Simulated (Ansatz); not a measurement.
# A computed series for CsPbI3: response to strain

Start from CsPbI$_{3}$ in the cubic perovskite structure (space group Pm-3m, No. 221; a = 6.3327 Å).

Strains are applied to the cell and any free atomic positions relax.

All numbers come from r2SCAN/PAW in Ansatz (a program for electronic structure), no SOC.

```csv
isotropic strain (%),band gap (eV)
-4.98,1.08
-3.09,?
-0.44,1.66
0,1.70
```

Task: Fit E_g = E₀ + Dε (ε in %) to the rows shown and predict the withheld row.

Result: Least squares on the printed values gives E₀ = 1.71 eV, D = 126 meV per % of strain (largest residual 0.01 eV); this predicts 1.32 eV, and the run gives 1.35 eV, 0.03 higher.

With I and Pb present, leaving out spin-orbit coupling can change the band edges. Stability against distortions was not tested. Many cubic perovskites are stable only at high temperature; tilts and polar distortions were not tested. This is not the structure that CsPbI3 has at room temperature and ambient pressure.
